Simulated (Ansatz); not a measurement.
TiAl:

```
Ti Al
1.0
     3.17906    0.00000    0.00000
     0.00000    3.17906    0.00000
     0.00000    0.00000    3.17906
Ti Al
1 1
Direct
  0.00000 0.00000 0.00000
  0.50000 0.50000 0.50000
```

The cell comes from a database or a generator and needn't be the stable form of this composition.

```yaml
Program: Ansatz 0.2.0
Task: relaxation of cell and atoms
Functional: PBEsol
Potentials_or_basis: Ansatz PAW
Cutoff: "420 eV (not typed: the program's choice for these potentials)"
k_mesh: 8 × 8 × 8
Occupations: fermi-dirac, width 0.05 eV
Spin: no spin polarisation
```

At the start: volume 16.06 Å³/atom.

Problem. Where does the relaxation end?

Solution. It ends after 4 steps and the volume is 15.74 Å³/atom (-2.0 %); space group Pm-3m (No. 221, to 0.05 Å).

The path:
```
step  energy change (eV)  largest force (eV/Å)  volume (Å³)
   1              0.0000                0.0000        32.13
   2             -0.0039                0.0000        31.13
   3             -0.0052                0.0000        31.47
   4             -0.0051                0.0000        31.47
```

Final structure:
```xyz
2
Lattice="3.1573 0.0000 0.0000 0.0000 3.1573 0.0000 0.0000 0.0000 3.1573" Properties=species:S:1:pos:R:3 pbc="T T T"
Ti    0.0000    0.0000    0.0000
Al    1.5787    1.5787    1.5787
```

Caveat: the plane-wave basis is chosen anew once the cell has moved, so the energies of steps on either side of that aren't comparable; the PAW data sets come from PBE, with cores solved anew for the run's functional, which leaves a small shift of forces and pressure.
